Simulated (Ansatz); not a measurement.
# Si3NiPt2: vibrational free energy, entropy and heat capacity

These are results of Ansatz 0.2.0, DFT PBE, scalar-relativistic, plane waves, PAW, not measurements. Cutoff 420 eV, 12×12×4 k-points (Γ-centred), Fermi-Dirac smearing of 0.15 eV. No spin polarisation. Phonons by linear response, acoustic sum rule imposed.

The cell, relaxed at this level:
Space group P4/nmm:1 (No. 129). a = 3.378 Å, b = 3.378 Å, c = 14.630 Å, α = 90.00°, β = 90.00°, γ = 90.00°
| atom | site | symmetry | x | y | z |
| --- | --- | --- | --- | --- | --- |
| Si | 2c | 4mm | 0.5000 | 0.0000 | 0.9523 |
| Si | 2c | 4mm | 0.5000 | 0.0000 | 0.2703 |
| Si | 2c | 4mm | 0.5000 | 0.0000 | 0.6164 |
| Ni | 2c | 4mm | 0.5000 | 0.0000 | 0.1076 |
| Pt | 2c | 4mm | 0.5000 | 0.0000 | 0.7845 |
| Pt | 2c | 4mm | 0.5000 | 0.0000 | 0.4381 |

The structure comes from a generated guess, relaxed at this level; another structure or a mixture of phases may lie lower. In a metal, frequencies and elastic constants depend on the k mesh and the smearing, soft modes and shear constants most. Spin–orbit coupling is left out, which matters for heavy elements. The q mesh is coarse, so values between its points are rough.

Force constants from linear response on a 2×2×1 q mesh, interpolated to a fine mesh.

**Question.** What is the zero-point energy per atom?

**Answer.** 37.4 meV.

**Question.** How large are the vibrational entropy and heat capacity at 300 K?

**Answer.** S = 3.70 k_B and C_V = 2.73 k_B per atom, 91 % of the Dulong–Petit value.

**Question.** Tabulate them against temperature.

**Answer.**
```tsv
T (K)	F_vib (meV/atom)	S (k_B/atom)	C_V (k_B/atom)
100	33.7	1.18	1.67
200	16.9	2.64	2.47
300	-10.6	3.70	2.73
400	-46.1	4.50	2.84
500	-87.7	5.14	2.90
600	-134.3	5.67	2.93
700	-185.2	6.12	2.95
800	-239.7	6.52	2.96
900	-297.4	6.87	2.97
1000	-358.0	7.18	2.97
```
